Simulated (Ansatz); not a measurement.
A run of Ansatz 0.2.0 is set up as follows.

Contents of input.yaml:

```yaml
crystal:
  lattice:
    - [0.0, 2.0970013927, 2.0970013927]
    - [2.0970013927, 0.0, 2.0970013927]
    - [2.0970013927, 2.0970013927, 0.0]
  atoms:
    - { symbol: Mg, position: [0.0, 0.0, 0.0] }
    - { symbol: O, position: [0.5, 0.5, 0.5] }
hamiltonian:
  xc: lda
  pseudopotentials: { kind: paw }
kpoints:
  mp_grid: { grid: [8, 8, 8] }
scf:
  occupations: { method: fixed }
phonons:
  method: dfpt
  dielectric: true
  rigid_motions: translations
  qmesh: [2, 2, 2]
  temperatures: { t_max: 1000, t_step: 100 }
  qpath:
    path:
      - [[0.0, 0.0, 0.0], [0.5, 0.0, 0.5], [0.5, 0.25, 0.75], [0.375, 0.375, 0.75], [0.0, 0.0, 0.0], [0.5, 0.5, 0.5], [0.625, 0.25, 0.625], [0.5, 0.25, 0.75], [0.5, 0.5, 0.5], [0.375, 0.375, 0.75]]
      - [[0.625, 0.25, 0.625], [0.5, 0.0, 0.5]]
    npoints: 8
```

Potentials or basis: Ansatz PAW.

Launch:

```bash
$ ansatz run input.yaml --threads 2 --pin off --max-ram 5632MiB --backend cpu --events-out ev --progress --plain --runs-dir out
```

Problem. What does it give for the electronic dielectric tensor (diagonal)?

Solution. 3.21.

Problem. What does it give for the Born charges (mean of the diagonal)?

Solution. Mg +1.98; O -1.98 e.

Problem. What does it give for the highest phonon frequency, LO-TO splitting left out?

Solution. 558 cm⁻¹.

Static dielectric tensor, electrons and zone-centre modes:
```
10.52  0.00  0.00
 0.00 10.52  0.00
 0.00  0.00 10.52
```

Caveat: the q mesh is small, so phonon branches between its points and thermal values are rough.

**Experimental background.**

“Electronic structure of alkaline earth and post-transition metal oxides”, 2009, arxiv:0908.1581 quotes, for a bulk crystal of MgO: band gap 7.83 eV.

“Infrared Optical Properties of Ferropericlase (Mg1-xFexO): Experiment and Theory”, 2007, arxiv:0704.2267 reports, for a bulk crystal of MgO at 295 K: high-frequency dielectric constant 2.95 ± 0.1.

A measured gap of MgO is 7.83 eV (quoted in “Electronic structure of alkaline earth and post-transition metal oxides”, 2009, arxiv:0908.1581); the calculated 4.78 eV misses it by -3.05 eV. The value is that of LDA, without temperature or zero-point motion. Semilocal functionals fall short of measured gaps as a rule. The cell is a database's relaxed one, not the measured one, which moves gaps too. A measured high-frequency dielectric constant of MgO is 2.95 (295 K; “Infrared Optical Properties of Ferropericlase (Mg1-xFexO): Experiment and Theory”, 2007, arxiv:0704.2267); the calculated 3.21 misses it by +8.8 %.
